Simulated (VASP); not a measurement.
# GaSb (F-43m) in VASP: settings compared

One crystal, GaSb, is run at these levels: PBE, r2SCAN; tasks: single point.

Everything below comes from runs of VASP 6.6.1. Logs are shortened: lines on timing, memory, paths and dates and some standing lists are left out, and cuts for length are marked.

**Experimental background.**

From a printed reference work, data compilation, for a bulk crystal of GaSb at 4.2 K: band gap 0.811 eV (direct).

How close the calculation comes is told below.

### 1 The structure

Symmetry: F-43m, No. 216, cubic system. Conventional cell: a = 6.132 Å, b = 6.132 Å, c = 6.132 Å, α = 90.00°, β = 90.00°, γ = 90.00°. Ga (site symmetry -43m) is surrounded by 4 Sb at 2.66 Å. Around Sb (site symmetry -43m) lie 4 Ga at 2.66 Å.

### 2 Single point, PBE

INCAR

```
ALGO = Normal ; EDIFF = 1E-6
ENCUT = 520 ; GGA = PE
ISIF = 2 ; ISMEAR = -1
LASPH = T ; LCHARG = F
LREAL = F ; LWAVE = F
NBANDS = 16 ; NELM = 100
PREC = Accurate ; SIGMA = 0.02
```

KPOINTS

```
k-points
0
Gamma
  8 8 8
```

POSCAR

```
GaSb
1.0
    0.0000000000      3.0658848221      3.0658848221
    3.0658848221      0.0000000000      3.0658848221
    3.0658848221      3.0658848221      0.0000000000
Ga Sb
1 1
Direct
    0.0000000000      0.0000000000      0.0000000000
    0.2500000000      0.2500000000      0.2500000000
```

Potentials or basis: VASP PAW PBE potentials, release 64 (Ga_d, Sb).

Command:

```
$ cat potpaw_PBE.64/Ga_d/POTCAR potpaw_PBE.64/Sb/POTCAR > POTCAR
$ mpirun -np 1 vasp_std > vasp.out
```

OUTCAR:

```text
EDIFF = 1E-6
   ENCUT = 520
   GGA = PE
   ISIF = 2
   ISMEAR = -1
   LASPH = T
   LREAL = F
   NELM = 100
   PREC = Accurate

 ion  position               nearest neighbor table
   1  0.000  0.000  0.000-   2 2.66   2 2.66   2 2.66   2 2.66
   2  0.250  0.250  0.250-   1 2.66   1 2.66   1 2.66   1 2.66

  LATTYP: Found a face centered cubic cell.
 ALAT       =     6.1317696442

  Lattice vectors:

 A1 = (   0.0000000000,   3.0658848221,   3.0658848221)
 A2 = (   3.0658848221,   0.0000000000,   3.0658848221)
 A3 = (   3.0658848221,   3.0658848221,   0.0000000000)

Analysis of symmetry for initial positions (statically):
=====================================================================
 Subroutine PRICEL returns:
 Original cell was already a primitive cell.

 Routine SETGRP: Setting up the symmetry group for a
 face centered cubic supercell.

 Subroutine GETGRP returns: Found 24 space group operations
 (whereof 24 operations were pure point group operations)
 out of a pool of 48 trial point group operations.

The static configuration has the point symmetry T_d .

Analysis of symmetry for dynamics (positions and initial velocities):
=====================================================================
 Subroutine PRICEL returns:
 Original cell was already a primitive cell.

 Routine SETGRP: Setting up the symmetry group for a
 face centered cubic supercell.

 Subroutine GETGRP returns: Found 24 space group operations
 (whereof 24 operations were pure point group operations)
 out of a pool of 48 trial point group operations.

The dynamic configuration has the point symmetry T_d .

 Subroutine INISYM returns: Found 24 space group operations
 (whereof 24 operations are pure point group operations),
 and found     1 'primitive' translations

----------------------------------------------------------------------------------------

                                     Primitive cell

  volume of cell :      57.6365

  direct lattice vectors                    reciprocal lattice vectors
     0.000000000  3.065884822  3.065884822    -0.163085057  0.163085057  0.163085057
     3.065884822  0.000000000  3.065884822     0.163085057 -0.163085057  0.163085057
     3.065884822  3.065884822  0.000000000     0.163085057  0.163085057 -0.163085057

  length of vectors
     4.335815896  4.335815896  4.335815896     0.282471604  0.282471604  0.282471604

  position of ions in fractional coordinates (direct lattice)
[... 78 lines left out ...]
   NELM   =    100;   NELMIN=  2; NELMDL= -5     # of ELM steps
   EDIFF  = 0.1E-05   stopping-criterion for ELM
   LREAL  =      F    real-space projection
   EDIFFG = 0.1E-04   stopping-criterion for IOM
   NSW    =      0    number of steps for IOM
   IBRION =     -1    ionic relax: 0-MD 1-quasi-New 2-CG
   NFREE  =      0    steps in history (QN), initial steepest desc. (CG)
   ISIF   =      2    stress and relaxation
   ISYM   =      2    0-nonsym 1-usesym 2-fastsym
   POTIM  = 0.5000    time-step for ionic-motion
   TEBEG  =    0.0;   TEEND  =   0.0 temperature during run
   PSTRESS=    0.0 pullay stress
   NELECT =      18.0000    total number of electrons
   NUPDOWN=      -1.0000    fix difference up-down
   EMIN   =  10.00;   EMAX   =-10.00  energy-range for DOS
   EFERMI =   0.00;   METHOD = LEGACY
   ISMEAR =    -1;   SIGMA  =   0.02  broadening in eV -4-tet -1-fermi 0-gaus
   EFERMI_NEDOS =   21; number of points for ismear=-14 and -15
   IALGO  =     38    algorithm
   IMIX   =      4    mixing-type and parameters
     AMIX     =   0.40;   BMIX     =  1.00
     AMIX_MAG =   1.60;   BMIX_MAG =  1.00
  volume/ion in A,a.u.               =      28.82       194.48
  Fermi-wavevector in a.u.,A,eV,Ry     =   1.110708  2.098933 16.785125  1.233672
  Thomas-Fermi vector in A             =   2.247263
   LORBIT       =      0    0 simple, 1 ext, 2 COOP (PROOUT), +10 PAW based schemes
   GGA     = PE    functional components
   LHFCALC =     F    Hartree Fock is set to
   AEXX    =    0.0000 exact exchange contribution
   IVDW    =     0    specifies the selected vdW correction
   LEPSILON=     F    determine dielectric tensor
   LRPA    =     F    only Hartree local field effects (RPA)
 non-spin polarized calculation
  energy-cutoff  :      520.00
  volume of cell :       57.64
 maximum number of plane-waves:      1572
   NGX = 17   NGY = 17   NGZ = 17

 number of electron      17.9999989 magnetization

 Free energy of the ion-electron system (eV)
  ---------------------------------------------------
  ext. energy  EPLUGINS =         0.00000000
  ---------------------------------------------------
  free energy    TOTEN  =        -7.35130377 eV

  energy without entropy =       -7.35112967  energy(sigma->0) =       -7.35121672

 E-fermi :   4.8219     XC(G=0):  -9.0588

 val. band max:        4.8024667615   @ k =   0.0000   0.0000   0.0000
 cond. band min:       5.1917329755   @ k =   0.5000   0.0000   0.0000
 fundamental gap:      0.3892662139
 Fermi energy:         4.8218524988

 k-point     1 :       0.0000    0.0000    0.0000
  band No.  band energies     occupation
      1     -10.2190      2.00000
      2     -10.2190      2.00000
      3     -10.2190      2.00000
      4     -10.1703      2.00000
      5     -10.1703      2.00000
      6      -6.6272      2.00000
[... 433 lines left out ...]
      3     -10.2026      2.00000
      4     -10.1733      2.00000
      5     -10.1701      2.00000
      6      -4.6697      2.00000
[... 8 lines left out ...]
     15      14.4481      0.00000
     16      14.9442      0.00000

 [... further k-points ...]

------------------------ aborting loop because EDIFF is reached ----------------------------------------

  FORCE on cell =-STRESS in cart. coord.  units (eV):
  Direction    XX          YY          ZZ          XY          YZ          ZX
  --------------------------------------------------------------------------------------
  -------------------------------------------------------------------------------------
  Total        0.7366521      0.7366521      0.7366521     -0.0000000      0.0000000     -0.0000000
  in kB       20.4774334     20.4774334     20.4774334     -0.0000000      0.0000000     -0.0000000
  external PRESSURE =      20.4774334 kB  Pullay stress =       0.0000000 kB

 VOLUME and BASIS-vectors are now :
 -----------------------------------------------------------------------------
  energy-cutoff  :      520.00
  volume of cell :       57.64
      direct lattice vectors                 reciprocal lattice vectors
     0.000000000  3.065884822  3.065884822    -0.163085057  0.163085057  0.163085057
     3.065884822  0.000000000  3.065884822     0.163085057 -0.163085057  0.163085057
     3.065884822  3.065884822  0.000000000     0.163085057  0.163085057 -0.163085057

 POSITION                                       TOTAL-FORCE (eV/Angst)
 -----------------------------------------------------------------------------------
      0.00000      0.00000      0.00000        -0.000000      0.000000     -0.000000
      1.53294      1.53294      1.53294         0.000000     -0.000000      0.000000
 -----------------------------------------------------------------------------------
    total drift:                                0.000002      0.000002      0.000002

  FREE ENERGIE OF THE ION-ELECTRON SYSTEM (eV)
  ---------------------------------------------------
  free  energy   TOTEN  =        -7.3513037679 eV

  energy  without entropy=       -7.3511296652  energy(sigma->0) =       -7.35121672
```

Run time: 16 s. Hardware: 1 thread of AMD EPYC 7R13 (Zen 3), shared host; peak memory 0.16 GiB.

What came out:

```
Free energy            : -7.3513 eV
Pressure               : 2.0 GPa
Band gap on the k mesh : none (metal or under the smearing width)
```

Spin-orbit coupling is left out, which matters for the levels of Sb.

### 3 Single point, r2SCAN

POSCAR is that of step 2.

INCAR.step1

```
SYSTEM = GaSb
PREC     = Accurate       ! precision mode
ENCUT    = 520            ! plane-wave cutoff, eV
ISMEAR   = -1             ! smearing method
SIGMA    = 0.02           ! smearing width, eV
LREAL    = .False.        ! projectors in reciprocal space
LASPH    = .True.         ! aspherical terms in the spheres
NELM     = 100            ! most SCF steps
NBANDS   = 16             ! bands
GGA      = PE             ! functional
ALGO     = Normal         ! electronic algorithm
EDIFF    = 1E-4           ! SCF threshold, eV
LWAVE    = .True.         ! write WAVECAR
LCHARG   = .False.        ! write CHGCAR
```

INCAR.step2

```
SYSTEM = GaSb
PREC     = Accurate       ! precision mode
ENCUT    = 520            ! plane-wave cutoff, eV
EDIFF    = 1E-6           ! SCF threshold, eV
ISMEAR   = -1             ! smearing method
SIGMA    = 0.02           ! smearing width, eV
LREAL    = .False.        ! projectors in reciprocal space
LASPH    = .True.         ! aspherical terms in the spheres
NELM     = 100            ! most SCF steps
ALGO     = Normal         ! electronic algorithm
ISIF     = 2              ! what is computed and relaxed
LWAVE    = .False.        ! write WAVECAR
LCHARG   = .False.        ! write CHGCAR
METAGGA  = R2SCAN         ! meta-GGA
LMIXTAU  = .True.       
NBANDS   = 16             ! bands
ISTART   = 1
```

KPOINTS

```
Automatic mesh
0
Gamma
  8 8 8
  0 0 0
```

Potentials or basis: VASP PAW PBE potentials, release 64 (Ga_d, Sb).

Command:

```
$ cat potpaw_PBE.64/Ga_d/POTCAR potpaw_PBE.64/Sb/POTCAR > POTCAR
$ cp INCAR.step1 INCAR
$ mpirun -np 1 vasp_std > vasp.out
$ cp INCAR.step2 INCAR
$ mpirun -np 1 vasp_std > vasp.out
```

OUTCAR:

```text
SYSTEM = GaSb
   PREC = Accurate
   ENCUT = 520
   EDIFF = 1E-6
   ISMEAR = -1
   LREAL = .False.
   LASPH = .True.
   NELM = 100
   ISIF = 2
   METAGGA = R2SCAN
   ISTART = 1

 ion  position               nearest neighbor table
   1  0.000  0.000  0.000-   2 2.66   2 2.66   2 2.66   2 2.66
   2  0.250  0.250  0.250-   1 2.66   1 2.66   1 2.66   1 2.66

  LATTYP: Found a face centered cubic cell.
 ALAT       =     6.1317696442

  Lattice vectors:

[... 642 lines left out ...]

------------------------ aborting loop because EDIFF is reached ----------------------------------------

  FORCE on cell =-STRESS in cart. coord.  units (eV):
  Direction    XX          YY          ZZ          XY          YZ          ZX
  --------------------------------------------------------------------------------------
  -------------------------------------------------------------------------------------
  Total        0.0318664      0.0318664      0.0318664     -0.0000000     -0.0000000      0.0000000
  in kB        0.8858204      0.8858204      0.8858204     -0.0000000     -0.0000000      0.0000000
  external PRESSURE =       0.8858204 kB  Pullay stress =       0.0000000 kB

 VOLUME and BASIS-vectors are now :
 -----------------------------------------------------------------------------
  energy-cutoff  :      520.00
  volume of cell :       57.64
      direct lattice vectors                 reciprocal lattice vectors
     0.000000000  3.065884822  3.065884822    -0.163085057  0.163085057  0.163085057
     3.065884822  0.000000000  3.065884822     0.163085057 -0.163085057  0.163085057
     3.065884822  3.065884822  0.000000000     0.163085057  0.163085057 -0.163085057

 POSITION                                       TOTAL-FORCE (eV/Angst)
 -----------------------------------------------------------------------------------
      0.00000      0.00000      0.00000        -0.000000      0.000000     -0.000000
      1.53294      1.53294      1.53294         0.000000     -0.000000      0.000000
 -----------------------------------------------------------------------------------
    total drift:                               -0.000002     -0.000002     -0.000002

  FREE ENERGIE OF THE ION-ELECTRON SYSTEM (eV)
  ---------------------------------------------------
  free  energy   TOTEN  =       -37.6005970290 eV

  energy  without entropy=      -37.6005968877  energy(sigma->0) =      -37.60059696
```

OUTCAR.step1:

```text
SYSTEM = GaSb
   PREC = Accurate
   ENCUT = 520
   ISMEAR = -1
   LREAL = .False.
   LASPH = .True.
[... 677 lines left out ...]
      0.00000      0.00000      0.00000         0.000000      0.000000      0.000000
      1.53294      1.53294      1.53294        -0.000000     -0.000000     -0.000000
 -----------------------------------------------------------------------------------
    total drift:                                0.000002      0.000002      0.000002

  FREE ENERGIE OF THE ION-ELECTRON SYSTEM (eV)
  ---------------------------------------------------
  free  energy   TOTEN  =        -7.3512814647 eV

  energy  without entropy=       -7.3511076060  energy(sigma->0) =       -7.35119454
```

OSZICAR.step1:

```text
N       E                     dE             d eps       ncg     rms          rms(c)
DAV:   1     0.838074322514E+02    0.83807E+02   -0.85460E+03   936   0.137E+03
DAV:   2    -0.772582629375E+00   -0.84580E+02   -0.81808E+02  1112   0.302E+02
DAV:   3    -0.728272569282E+01   -0.65101E+01   -0.64968E+01  1096   0.654E+01
DAV:   4    -0.740249176767E+01   -0.11977E+00   -0.11975E+00  1192   0.101E+01
DAV:   5    -0.740518730670E+01   -0.26955E-02   -0.26955E-02  1200   0.132E+00    0.315E+00
DAV:   6    -0.736249439366E+01    0.42693E-01   -0.62574E-02  1328   0.389E+00    0.189E+00
DAV:   7    -0.734977603302E+01    0.12718E-01   -0.37518E-02  1072   0.155E+00    0.348E-01
DAV:   8    -0.735076315395E+01   -0.98712E-03   -0.42867E-03  1224   0.738E-01    0.831E-02
DAV:   9    -0.735125174078E+01   -0.48859E-03   -0.66897E-04  1088   0.197E-01    0.329E-02
DAV:  10    -0.735128146466E+01   -0.29724E-04   -0.33290E-05   960   0.380E-02
   1 F= -.73512815E+01 E0= -.73511945E+01  d E =-.173859E-03
```

Wall time 62 s (1 thread of AMD EPYC 7R13 (Zen 3), shared host); peak memory 0.17 GiB.

What came out:

- Free energy: -37.6006 eV
- Pressure: 0.1 GPa
- Band gap on the k mesh: 0.40 eV, direct

Levels at points of the mesh, in eV from the valence-band top:
| k point | band 7 | band 8 | band 9 | band 10 | band 11 | band 12 |
| --- | --- | --- | --- | --- | --- | --- |
| (0.00, 0.00, 0.00) | 0.00 | 0.00 | 0.00 | 0.40 | 2.98 | 2.98 |
| (0.50, 0.00, 0.00) | -6.55 | -1.20 | -1.20 | 0.67 | 4.01 | 4.01 |
| (0.50, 0.50, 0.00) | -7.02 | -2.67 | -2.67 | 1.13 | 1.49 | 9.22 |

Caveat: the PAW data sets were made with another functional, which shifts forces and pressure a little; spin-orbit coupling is left out, which moves the levels of the heavy elements.

### 4 Comparison with measurements

Step 2. A measured gap of GaSb is 0.811 eV (direct; 4.2 K; a printed reference work, data compilation); the calculated 0.00 eV misses it by -0.81 eV. Spin-orbit coupling on Ga, Sb is left out. The value is that of PBE on a finite k mesh, which can miss the band edges, without temperature or zero-point motion. Semilocal functionals fall short of measured gaps as a rule.

Step 3. A measured gap of GaSb is 0.811 eV (direct; 4.2 K; a printed reference work, data compilation); the calculated 0.40 eV misses it by -0.41 eV. Spin-orbit coupling on Ga, Sb is left out. The value is that of r2SCAN on a finite k mesh, which can miss the band edges, without temperature or zero-point motion.
